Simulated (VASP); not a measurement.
# BaS (Fm-3m) in VASP: single point with PBEsol

Aim: the single point of BaS with PBEsol.

Program: VASP 6.6.1. These are calculated values, not measurements. Logs are shortened: lines on timing, memory, paths and dates and some standing lists are left out, and cuts for length are marked.

## Step 1: The structure

It takes space group Fm-3m (No. 225, cubic). The conventional cell has a = 6.363 Å, b = 6.363 Å, c = 6.363 Å, α = 90.00°, β = 90.00°, γ = 90.00°. Ba (site symmetry m-3m) is surrounded by 6 S at 3.18 Å. S (site symmetry m-3m) has 6 Ba at 3.18 Å as nearest neighbours.

The cell is a database's computed one.

## Step 2: Single point, PBEsol, non-collinear spin, zero start, spin-orbit coupling

Input file INCAR:

```
ALGO     = Fast           # electronic algorithm
EDIFF    = 1E-7           # SCF threshold, eV
ENCUT    = 520            # plane-wave cutoff, eV
GGA      = PS             # functional
GGA_COMPAT= False        
ISIF     = 2              # what is computed and relaxed
ISMEAR   = 0              # smearing method
LASPH    = True           # aspherical terms in the spheres
LCHARG   = False          # write CHGCAR
LNONCOLLINEAR= True           # non-collinear magnetism
LORBIT   = 11             # projections on sites
LREAL    = False          # projectors in reciprocal space
LSORBIT  = True           # spin-orbit coupling
LWAVE    = False          # write WAVECAR
MAGMOM   = 0 0 0 0 0 0    # initial moments
NBANDS   = 28             # bands
NELM     = 60             # most SCF steps
PREC     = Accurate       # precision mode
SIGMA    = 0.02           # smearing width, eV
```

Input file KPOINTS:

```
k-points
0
Gamma
  8 8 8
```

Input file POSCAR:

```
BaS
1.0
    0.0000000000      3.1813900000      3.1813900000
    3.1813900000      0.0000000000      3.1813900000
    3.1813900000      3.1813900000      0.0000000000
Ba S
1 1
Direct
    0.0000000000      0.0000000000      0.0000000000
    0.5000000000      0.5000000000      0.5000000000
```

Potentials or basis: VASP PAW PBE potentials, release 64 (Ba_sv, S).

On the command line:

```console
cat potpaw_PBE.64/Ba_sv/POTCAR potpaw_PBE.64/S/POTCAR > POTCAR
mpirun -np 1 vasp_ncl > vasp.out
```

OUTCAR:

```text
EDIFF = 1E-7
   ENCUT = 520
   GGA = PS
   ISIF = 2
   ISMEAR = 0
   LASPH = True
   LNONCOLLINEAR = True
   LORBIT = 11
   LREAL = False
   LSORBIT = True
   NELM = 60
   PREC = Accurate

 ion  position               nearest neighbor table
   1  0.000  0.000  0.000-   2 3.18   2 3.18   2 3.18   2 3.18   2 3.18   2 3.18
   2  0.500  0.500  0.500-   1 3.18   1 3.18   1 3.18   1 3.18   1 3.18   1 3.18

  LATTYP: Found a face centered cubic cell.
 ALAT       =     6.3627800000

  Lattice vectors:

 A1 = (   0.0000000000,   3.1813900000,   3.1813900000)
 A2 = (   3.1813900000,   0.0000000000,   3.1813900000)
 A3 = (   3.1813900000,   3.1813900000,   0.0000000000)

Analysis of symmetry for initial positions (statically):
=====================================================================
 Subroutine PRICEL returns:
 Original cell was already a primitive cell.

 Routine SETGRP: Setting up the symmetry group for a
 face centered cubic supercell.

 Subroutine GETGRP returns: Found 48 space group operations
 (whereof 48 operations were pure point group operations)
 out of a pool of 48 trial point group operations.

The static configuration has the point symmetry O_h .

Analysis of symmetry for dynamics (positions and initial velocities):
=====================================================================
 Subroutine PRICEL returns:
 Original cell was already a primitive cell.

 Routine SETGRP: Setting up the symmetry group for a
 face centered cubic supercell.

 Subroutine GETGRP returns: Found 48 space group operations
 (whereof 48 operations were pure point group operations)
 out of a pool of 48 trial point group operations.

The dynamic configuration has the point symmetry O_h .

Analysis of structural, dynamic, and magnetic symmetry:
=====================================================================
 Subroutine PRICEL returns:
 Original cell was already a primitive cell.

 Routine SETGRP: Setting up the symmetry group for a
 face centered cubic supercell.

 Subroutine GETGRP returns: Found 48 space group operations
 (whereof 48 operations were pure point group operations)
 out of a pool of 48 trial point group operations.

The overall configuration has the point symmetry O_h .

 Subroutine INISYM returns: Found 48 space group operations
 (whereof 48 operations are pure point group operations),
 and found     1 'primitive' translations

----------------------------------------------------------------------------------------

                                     Primitive cell

  volume of cell :      64.3992

  direct lattice vectors                    reciprocal lattice vectors
     0.000000000  3.181390000  3.181390000    -0.157164007  0.157164007  0.157164007
     3.181390000  0.000000000  3.181390000     0.157164007 -0.157164007  0.157164007
     3.181390000  3.181390000  0.000000000     0.157164007  0.157164007 -0.157164007

  length of vectors
     4.499164885  4.499164885  4.499164885     0.272216045  0.272216045  0.272216045

  position of ions in fractional coordinates (direct lattice)
     0.000000000  0.000000000  0.000000000
     0.500000000  0.500000000  0.500000000

  ion indices of the primitive-cell ions
   primitive index   ion index
                 1           1
                 2           2

----------------------------------------------------------------------------------------

 KPOINTS: k-points

Automatic generation of k-mesh.
 Grid dimensions read from file:
 generate k-points for:    8    8    8

 Generating k-lattice:

  Cartesian coordinates                     Fractional coordinates (reciprocal lattice)
    -0.019645501  0.019645501  0.019645501     0.125000000  0.000000000  0.000000000
     0.019645501 -0.019645501  0.019645501     0.000000000  0.125000000  0.000000000
     0.019645501  0.019645501 -0.019645501     0.000000000  0.000000000  0.125000000

  Length of vectors
     0.034027006  0.034027006  0.034027006
[... 43 lines left out ...]
   NGXF,Y,Z  is equivalent  to a cutoff of  26.60, 26.60, 26.60 a.u.
 SYSTEM =  unknown system
   PREC   = accura    normal or accurate (medium, high low for compatibility)
   ISTART =      0    job   : 0-new  1-cont  2-samecut
   ICHARG =      2    charge: 1-file 2-atom 10-const
   ISPIN  =      1    spin polarized calculation?
   LNONCOLLINEAR =      T non collinear calculations
   LSORBIT =      T    spin-orbit coupling
   LASPH  =      T    aspherical Exc in radial PAW
   ENCUT  =  520.0 eV  38.22 Ry    6.18 a.u.   8.37  8.37  8.37*2*pi/ulx,y,z
   NELM   =     60;   NELMIN=  2; NELMDL= -5     # of ELM steps
   EDIFF  = 0.1E-06   stopping-criterion for ELM
   LREAL  =      F    real-space projection
   EDIFFG = 0.1E-05   stopping-criterion for IOM
   NSW    =      0    number of steps for IOM
   IBRION =     -1    ionic relax: 0-MD 1-quasi-New 2-CG
   NFREE  =      0    steps in history (QN), initial steepest desc. (CG)
   ISIF   =      2    stress and relaxation
   ISYM   =      2    0-nonsym 1-usesym 2-fastsym
   POTIM  = 0.5000    time-step for ionic-motion
   TEBEG  =    0.0;   TEEND  =   0.0 temperature during run
   PSTRESS=    0.0 pullay stress
   NELECT =      16.0000    total number of electrons
   NUPDOWN=      -1.0000    fix difference up-down
   EMIN   =  10.00;   EMAX   =-10.00  energy-range for DOS
   EFERMI =   0.00;   METHOD = LEGACY
   ISMEAR =     0;   SIGMA  =   0.02  broadening in eV -4-tet -1-fermi 0-gaus
   EFERMI_NEDOS =   21; number of points for ismear=-14 and -15
   IALGO  =     68    algorithm
   IMIX   =      4    mixing-type and parameters
     AMIX     =   0.40;   BMIX     =  1.00
     AMIX_MAG =   1.60;   BMIX_MAG =  1.00
  volume/ion in A,a.u.               =      32.20       217.29
  Fermi-wavevector in a.u.,A,eV,Ry     =   1.029172  1.944853 14.411220  1.059195
  Thomas-Fermi vector in A             =   2.163206
   LORBIT       =     11    0 simple, 1 ext, 2 COOP (PROOUT), +10 PAW based schemes
   GGA     = PS    functional components
   LHFCALC =     F    Hartree Fock is set to
   AEXX    =    0.0000 exact exchange contribution
   IVDW    =     0    specifies the selected vdW correction
   LEPSILON=     F    determine dielectric tensor
   LRPA    =     F    only Hartree local field effects (RPA)
 RMM-DIIS sequential band-by-band and
 Gauss-broadening in eV      SIGMA  =   0.02
  energy-cutoff  :      520.00
  volume of cell :       64.40
 maximum number of plane-waves:      3518
 NGX is ok and might be reduce to    36
   NGX = 17   NGY = 17   NGZ = 17

 number of electron      16.0000001 magnetization       0.0000000      0.0000000      0.0000000

 number of electron      16.0000001 magnetization       0.0000000      0.0000000     -0.0000000

 number of electron      16.0000001 magnetization       0.0000000     -0.0000000     -0.0000000

 number of electron      16.0000001 magnetization      -0.0000000     -0.0000000     -0.0000000

 Free energy of the ion-electron system (eV)
  ---------------------------------------------------
  ext. energy  EPLUGINS =         0.00000000
  ---------------------------------------------------
  free energy    TOTEN  =       -10.91592154 eV

  energy without entropy =      -10.91592154  energy(sigma->0) =      -10.91592154

 E-fermi :   1.5572     XC(G=0):  -8.8732

 val. band max:        1.4524288880   @ k =   0.0000   0.0000   0.0000
 cond. band min:       3.3611498125   @ k =   0.5000   0.5000   0.0000
 fundamental gap:      1.9087209244
 Fermi energy:         1.5571875374

 k-point     1 :       0.0000    0.0000    0.0000
  band No.  band energies     occupation
      1     -24.5989      1.00000
      2     -24.5989      1.00000
      3     -10.9799      1.00000
      4     -10.9799      1.00000
      5      -9.0186      1.00000
      6      -9.0186      1.00000
[... 733 lines left out ...]
     27      10.1681      0.00000
     28      10.1757      0.00000

 [... further k-points ...]

------------------------ aborting loop because EDIFF is reached ----------------------------------------

  FORCE on cell =-STRESS in cart. coord.  units (eV):
  Direction    XX          YY          ZZ          XY          YZ          ZX
  --------------------------------------------------------------------------------------
  -------------------------------------------------------------------------------------
  Total       -0.0104140     -0.0104140     -0.0104140      0.0000000      0.0000000      0.0000000
  in kB       -0.2590870     -0.2590870     -0.2590870      0.0000000      0.0000000      0.0000000
  external PRESSURE =      -0.2590870 kB  Pullay stress =       0.0000000 kB

 VOLUME and BASIS-vectors are now :
 -----------------------------------------------------------------------------
  energy-cutoff  :      520.00
  volume of cell :       64.40
      direct lattice vectors                 reciprocal lattice vectors
     0.000000000  3.181390000  3.181390000    -0.157164007  0.157164007  0.157164007
     3.181390000  0.000000000  3.181390000     0.157164007 -0.157164007  0.157164007
     3.181390000  3.181390000  0.000000000     0.157164007  0.157164007 -0.157164007

 POSITION                                       TOTAL-FORCE (eV/Angst)
 -----------------------------------------------------------------------------------
      0.00000      0.00000      0.00000        -0.000000     -0.000000     -0.000000
      3.18139      3.18139      3.18139         0.000000      0.000000      0.000000
 -----------------------------------------------------------------------------------
    total drift:                                0.000000      0.000000      0.000000

  FREE ENERGIE OF THE ION-ELECTRON SYSTEM (eV)
  ---------------------------------------------------
  free  energy   TOTEN  =       -10.9159215444 eV

  energy  without entropy=      -10.9159215444  energy(sigma->0) =      -10.91592154

 Spin-Orbit-Coupling matrix elements

 Ion:    1  E_soc:     -0.3915229
 l=   1
     0.0000000    -0.0650477    -0.0650477
    -0.0650477     0.0000000    -0.0650477
    -0.0650477    -0.0650477     0.0000000
 l=   2
     0.0000000    -0.0000143     0.0000000    -0.0000143    -0.0001918
    -0.0000143     0.0000000    -0.0001438    -0.0000143    -0.0000479
     0.0000000    -0.0001438     0.0000000    -0.0001438     0.0000000
    -0.0000143    -0.0000143    -0.0001438     0.0000000    -0.0000479
    -0.0001918    -0.0000479     0.0000000    -0.0000479     0.0000000
 l=   3
     0.0000000     0.0000000     0.0000000     0.0000000     0.0000000     0.0000000     0.0000000
     0.0000000     0.0000000     0.0000000     0.0000000     0.0000000     0.0000000     0.0000000
     0.0000000     0.0000000     0.0000000     0.0000000     0.0000000     0.0000000     0.0000000
     0.0000000     0.0000000     0.0000000     0.0000000     0.0000000     0.0000000     0.0000000
     0.0000000     0.0000000     0.0000000     0.0000000     0.0000000     0.0000000     0.0000000
     0.0000000     0.0000000     0.0000000     0.0000000     0.0000000     0.0000000     0.0000000
     0.0000000     0.0000000     0.0000000     0.0000000     0.0000000     0.0000000     0.0000000

 Ion:    2  E_soc:     -0.0024316
 l=   1
     0.0000000    -0.0004053    -0.0004053
    -0.0004053     0.0000000    -0.0004053
    -0.0004053    -0.0004053     0.0000000
 l=   2
     0.0000000     0.0000000     0.0000000     0.0000000     0.0000000
     0.0000000     0.0000000     0.0000000     0.0000000     0.0000000
     0.0000000     0.0000000     0.0000000     0.0000000     0.0000000
     0.0000000     0.0000000     0.0000000     0.0000000     0.0000000
     0.0000000     0.0000000     0.0000000     0.0000000     0.0000000
 l=   3
     0.0000000     0.0000000     0.0000000     0.0000000     0.0000000     0.0000000     0.0000000
     0.0000000     0.0000000     0.0000000     0.0000000     0.0000000     0.0000000     0.0000000
     0.0000000     0.0000000     0.0000000     0.0000000     0.0000000     0.0000000     0.0000000
     0.0000000     0.0000000     0.0000000     0.0000000     0.0000000     0.0000000     0.0000000
     0.0000000     0.0000000     0.0000000     0.0000000     0.0000000     0.0000000     0.0000000
     0.0000000     0.0000000     0.0000000     0.0000000     0.0000000     0.0000000     0.0000000
     0.0000000     0.0000000     0.0000000     0.0000000     0.0000000     0.0000000     0.0000000

 total charge

# of ion       s       p       d       tot
------------------------------------------
    1        2.008   5.604   0.288   7.900
    2        1.317   2.405   0.000   3.722
--------------------------------------------------
tot          3.325   8.009   0.288  11.622

 magnetization (x)

# of ion       s       p       d       tot
------------------------------------------
    1        0.000   0.000  -0.000   0.000
    2       -0.000   0.000   0.000   0.000
--------------------------------------------------
tot          0.000   0.000  -0.000   0.000

 magnetization (y)

# of ion       s       p       d       tot
------------------------------------------
    1       -0.000   0.000   0.000   0.000
    2       -0.000   0.000   0.000  -0.000
--------------------------------------------------
tot         -0.000   0.000   0.000  -0.000

 magnetization (z)

# of ion       s       p       d       tot
------------------------------------------
    1        0.000   0.000   0.000   0.000
    2        0.000   0.000   0.000   0.000
--------------------------------------------------
tot          0.000   0.000   0.000   0.000
```

It took 3.8 min on 1 thread of Intel Xeon Platinum 8488C (Sapphire Rapids), shared host; peak memory 0.42 GiB.

What came out:

```yaml
Free_energy: -10.9159 eV
Pressure: 0.0 GPa
Net_moment: 0.00 μB per cell
Valence_electrons_inside_the_program's_atomic_spheres: Ba 7.90; S 3.72
```

Moments on the atoms (μB; x, y, z):
```
Ba  0.00 0.00 0.00
S   0.00 0.00 0.00
```

Caveat: the PAW data sets were made with another functional, which shifts forces and pressure a little.
